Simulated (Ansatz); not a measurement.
Calculated with Ansatz (gas phase, PBE0-D4/def2-TZVP geometries, no zero-point term in ΔE). CBS: MP2 limit from def2 TZ/QZ plus the TZ coupled-cluster correction, frozen cores. DFT in def2-TZVPP. B3LYP here is the variant with VWN-RPA as its local correlation; programs differ in this. Elements past krypton have def2 core potentials. For In outer-core shells are correlated without core-valence functions, which leaves a few kJ/mol of doubt a bond. One conformer a species, not always the lowest.

Consider the substitution at a C–S bond: `CCCSCC` + `[OH][InH][Cl]` → `CC[O][InH][Cl]` + `CCCS`.

`CCCSCC`:

Cartesian coordinates in Å:
```
C 0.302 -0.335 2.610
C 0.450 0.423 1.300
C -0.866 0.526 0.552
S -0.814 1.492 -0.971
C 0.313 0.525 -2.000
C -0.165 -0.876 -2.325
H -0.409 0.163 3.275
H -0.061 -1.352 2.441
H 1.256 -0.406 3.137
H 0.833 1.431 1.483
H 1.192 -0.079 0.672
H -1.275 -0.468 0.344
H -1.610 1.043 1.166
H 1.304 0.508 -1.540
H 0.402 1.121 -2.912
H -0.234 -1.495 -1.428
H 0.531 -1.368 -3.009
H -1.151 -0.852 -2.793
```

`[OH][InH][Cl]`:

Cartesian coordinates in Å:
```
O -0.306 1.051 1.042
In -0.268 -0.528 -0.133
Cl 1.502 -0.350 -1.643
H 0.402 1.666 0.831
H -1.330 -1.839 -0.097
```

`CC[O][InH][Cl]`:

Cartesian coordinates in Å:
```
C -1.445 0.030 0.345
C -0.369 -0.926 -0.122
O 0.855 -0.714 0.547
In 2.110 0.711 0.038
Cl 1.399 1.759 -1.923
H -1.569 -0.034 1.428
H -2.403 -0.203 -0.128
H -1.187 1.061 0.082
H -0.671 -1.958 0.093
H -0.254 -0.845 -1.211
H 3.533 1.119 0.851
```

`CCCS`:

```xyz
12

C     1.325    0.166   -0.210
C     0.017    0.786    0.246
C    -1.209   -0.047   -0.087
S    -1.322   -1.639    0.776
H     1.314   -0.034   -1.286
H     1.517   -0.776    0.307
H     2.167    0.830   -0.005
H    -0.109    1.766   -0.230
H     0.045    0.963    1.325
H    -2.118    0.479    0.214
H    -1.285   -0.224   -1.162
H    -0.344   -2.271    0.110
```

Problem. Is it downhill or uphill in electronic energy at CCSD(T)/CBS, and by how much? (Best estimate.)

Solution. Computed: Uphill: ΔE = +43.8 kJ/mol.

Problem. What do these levels give: r2SCAN-D4, ωB97X-V, B2PLYP, PBE0, B3LYP, HF/def2-TZVPP, SCS-MP2/def2-TZVPP, HF/def2-QZVPP, MP2/def2-QZVPP, SCS-MP2/def2-QZVPP, MP2/CBS(def2), CCSD/CBS(def2)? (An estimate is asked.)

Solution. Ansatz gave: r2SCAN-D4 41.1, ωB97X-V 39.7, B2PLYP 40.0, PBE0 42.8, B3LYP 36.5, HF/def2-TZVPP 32.0, SCS-MP2/def2-TZVPP 43.2, HF/def2-QZVPP 32.1, MP2/def2-QZVPP 50.7, SCS-MP2/def2-QZVPP 45.7, MP2/CBS(def2) 52.4, CCSD/CBS(def2) 42.7 kJ/mol.

Largest T1 diagnostic among the species: 0.015.

In def2-TZVPP, CCSD(T) changes the Hartree–Fock value by +7.8 kJ/mol (the triples alone add +1.1 kJ/mol) and MP2 by +16.3 kJ/mol.
